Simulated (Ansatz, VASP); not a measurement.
# PbS in VASP and in Ansatz

```
CELL_PARAMETERS angstrom
0.00000 2.98951 2.98951
2.98951 0.00000 2.98951
2.98951 2.98951 0.00000
ATOMIC_POSITIONS crystal
Pb 0.00000 0.00000 0.00000
S 0.50000 0.50000 0.50000
```

Change from the starting cell: volume scaled by 1.025, PAW files.

Alike in both runs: task electric field gradients; functional PBE; k mesh 8 × 8 × 8; occupations fermi-dirac, width 0.01 eV; no spin polarisation.

```csv
,VASP,Ansatz
version,VASP 6.6.1,Ansatz 0.2.0
potentials or method,"VASP PAW PBE potentials, release 64 (Pb_d, S)","PAW with Ansatz's default frozen-core files, scalar-relativistic"
plane-wave cutoff (eV),520,420
valence electrons in the cell,20,20
```

Ansatz gave:

- gap on the k mesh at the Fermi level (eV): 0.44
- pressure (GPa): 0.8
- Vzz of the field gradient on the site that differs most (V/Å²): 0.0

Problem. Which values does VASP return?

Solution. gap on the k mesh at the Fermi level (eV): 0.45; pressure (GPa): 0.7; Vzz of the field gradient on the site that differs most (V/Å²): 0.0.

Ansatz warned: «gradients_without_spin_orbit».

Caveats: spin-orbit coupling is left out, which as a rule narrows the gap of such compounds by several tenths of an eV.
